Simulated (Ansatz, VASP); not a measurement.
## As: VASP beside Ansatz

File INCAR:

```
SYSTEM = As
PREC = Accurate ; ENCUT = 520
EDIFF = 1E-6 ; ISMEAR = 0
SIGMA = 0.03 ; LREAL = .False.
LASPH = .True. ; NELM = 100
ALGO = Normal ; ISIF = 2
LWAVE = .False. ; LCHARG = .True.
GGA = PE ; LELF = .True.
LVHAR = .True. ; NBANDS = 12
```

File KPOINTS:

```
Automatic mesh
0
Gamma
  10 10 10
  0 0 0
```

The input POSCAR:

```
As
1.0
    1.9036109523      1.0990502958      3.6081612956
   -1.9036109523      1.0990502958      3.6081612956
    0.0000000000     -2.1981005915      3.6081612956
As
2
Direct
    0.7737100447      0.7737100447      0.7737100447
    0.2262899553      0.2262899553      0.2262899553
```

Input for Ansatz:

```yaml
crystal:
  lattice:
    - [1.9036109523, 1.0990502958, 3.6081612956]
    - [-1.9036109523, 1.0990502958, 3.6081612956]
    - [0.0, -2.1981005915, 3.6081612956]
  atoms:
    - { symbol: As, position: [0.7737100447, 0.7737100447, 0.7737100447] }
    - { symbol: As, position: [0.2262899553, 0.2262899553, 0.2262899553] }
hamiltonian:
  xc: pbe
  pseudopotentials:
    kind: paw
    azcp:
      As: "pseudopotentials/As.paw.azcp"
basis:
  ecutwfc: 420
  fft_grid_basis: typed
kpoints:
  mp_grid: { grid: [10, 10, 10], shift: [0, 0, 0] }
magnetization:
  spin_polarized: false
scf:
  occupations: { method: gaussian, width: 0.03 }
  lower_state_search: "off"
output:
  stress: true
```

Alike in both runs: task single point; functional PBE; k mesh 10 × 10 × 10; occupations gaussian, width 0.03 eV; no spin polarisation.

|  | VASP | Ansatz |
| --- | --- | --- |
| version | VASP 6.6.1 | Ansatz 0.2.0 |
| potentials or method | VASP PAW PBE potentials, release 64 (As) | plane waves (420 eV) with PAW, scalar-relativistic |
| plane-wave cutoff (eV) | 520 | 420 |
| valence electrons in the cell | 10 | 30 |

```tsv
	VASP	Ansatz	Ansatz less VASP
pressure (GPa)	0.2	0.0	-0.25
largest component of the traceless stress (GPa)	0.13	0.05	-0.080
```

The functional is the same, so the differences come from potentials, cutoffs and numerics. The two sets of potentials don't hold the same shells in valence.
